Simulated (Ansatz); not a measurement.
# GaN: the cost of one run

Program: Ansatz 0.2.0. Level of theory: DFT LDA, scalar-relativistic, plane waves, PAW. These are calculated values, not measurements.

The COD entry's cell or inner coordinates are ideal or old and differ from later refinements, so a difference from it is no clean test against experiment.

23 further runs of the same task are left out: 2 that didn't finish, 21 set aside as unsound or not needed.

## 1. Starting point

It takes space group P6_3mc (No. 186, hexagonal). Conventional cell: a = 3.180 Å, b = 3.180 Å, c = 5.166 Å, α = 90.00°, β = 90.00°, γ = 120.00°. Ga (site symmetry 3m) is surrounded by 4 N at 1.94 to 1.95 Å. N (site symmetry 3m) is surrounded by 4 Ga at 1.94 to 1.95 Å.

As a file:

```xyz
4
Lattice="3.1800 0.0000 0.0000 -1.5900 2.7540 0.0000 0.0000 0.0000 5.1660" Properties=species:S:1:pos:R:3 pbc="T T T"
Ga    0.0000    1.8360    0.0000
Ga    1.5900    0.9180    2.5830
N     0.0000    1.8360    1.9373
N     1.5900    0.9180    4.5203
```

Source of the structure: the Crystallography Open Database.

## 6. Setting up the map

The energy is mapped over two normal modes frozen in (zone-centre modes of the cell shown, which folds in the wave vector (0, 1/2, 0) of the primitive cell).

- amplitude of mode 11 (318 cm⁻¹), largest displacement: 11 values from −0.076 to 0.076 Å
- amplitude of mode 13 (538 cm⁻¹), largest displacement: 11 values from −0.091 to 0.091 Å

Nothing else is relaxed (the cell and all other modes fixed). Energies count from the relaxed high-symmetry cell. Points are written as (first, second).

The patterns, per unit of each coordinate (Å):

| atom | x1 | y1 | z1 | x2 | y2 | z2 |
| --- | --- | --- | --- | --- | --- | --- |
| Ga1 | 0.000 | 0.937 | 0.349 | 0.000 | 0.000 | -0.201 |
| Ga2 | 0.000 | -0.937 | -0.349 | 0.000 | 0.000 | -0.201 |
| Ga3 | 0.000 | 0.937 | -0.349 | 0.000 | 0.000 | -0.201 |
| Ga4 | 0.000 | -0.937 | 0.349 | 0.000 | 0.000 | -0.201 |
| N5 | 0.000 | 0.136 | -0.162 | 0.000 | 0.001 | 1.000 |
| N6 | 0.000 | -0.136 | 0.162 | 0.000 | 0.001 | 1.000 |
| N7 | 0.000 | 0.136 | 0.162 | 0.000 | -0.001 | 1.000 |
| N8 | 0.000 | -0.136 | -0.162 | 0.000 | -0.001 | 1.000 |

(The set-up runs are not shown.)

## 7. Point (−0.015 Å, 0.018 Å)

input.yaml reads:

```yaml
crystal:
  lattice:
    - [-3.1515767111, 0.0, 0.0]
    - [0.0, 0.0, -5.1382481593]
    - [0.0, -5.4586909876, 0.0]
  atoms:
    - { symbol: Ga, position: [0.5, 0.0024453029, 0.1692754944] }
    - { symbol: Ga, position: [0.0, 0.0003803674, 0.6640566011] }
    - { symbol: Ga, position: [0.0, 0.5003803674, 0.3359433989] }
    - { symbol: Ga, position: [0.5, 0.5024453029, 0.8307245056] }
    - { symbol: "N", position: [0.5, 0.6202775706, 0.1670403837] }
    - { symbol: "N", position: [0.0, 0.6212358017, 0.6662853367] }
    - { symbol: "N", position: [0.0, 0.1212358017, 0.3337146633] }
    - { symbol: "N", position: [0.5, 0.1202775706, 0.8329596163] }
basis:
  ecutwfc: 520.0
kpoints:
  mp_grid: { grid: [8, 6, 6] }
hamiltonian:
  xc: lda
  pseudopotentials: { kind: paw, azcp: { folder: soft_1 } }
scf:
  occupations: { method: gaussian, width: 0.05 }
output:
  forces: true
  stress: true
  eigenvalues: true
```

Run with:

```
ansatz run input.yaml --threads 4 --pin off --max-ram 8192MiB --backend cpu --events-out ev --progress --plain --runs-dir out
```

**Question.** How long does this run take on 4 threads of Arm Neoverse V1, shared host, and how much memory does it need?

About 13 s, with a peak of 0.57 GiB.
